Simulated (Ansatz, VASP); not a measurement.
## InGaP2: VASP beside Ansatz

```xyz
4
Lattice="3.9973 0.0000 0.0000 0.0000 3.9973 0.0000 0.0000 0.0000 5.6530" Properties=species:S:1:pos:R:3 pbc="T T T"
Ga    0.0000    0.0000    0.0000
P     1.9986    0.0000    1.2932
P     0.0000    1.9986    4.3598
In    1.9986    1.9986    2.8265
```

Alike in both runs: functional PBEsol; k mesh 8 × 8 × 6; no spin polarisation.

Ansatz relaxed the structure, and its values are those at the end. VASP's run is a single point on that final structure, the one shown.

```csv
,VASP,Ansatz
version,VASP 6.6.1,Ansatz 0.2.0
potentials or method,"VASP PAW PBE potentials, release 64 (Ga_d, P, In_d)","scalar-relativistic, plane waves, PAW"
plane-wave cutoff (eV),520,420
occupations,"gaussian, width 0.01 eV",fixed
valence electrons in the cell,36,36
```

```tsv
	VASP	Ansatz	Ansatz less VASP
gap on the k mesh at the Fermi level (eV)	0.93	0.92	-0.002
least direct gap on the mesh (eV)	0.93	0.92	-0.002
pressure (GPa)	0.2	0.2	+0.03
```

Ansatz warned: «stress_scf_threshold_loose».

Caveats: the PAW data sets were made with another functional, which shifts forces and pressure a little (VASP); spin-orbit coupling is left out, which moves the levels of the heavy elements. A k mesh can miss the band edges.
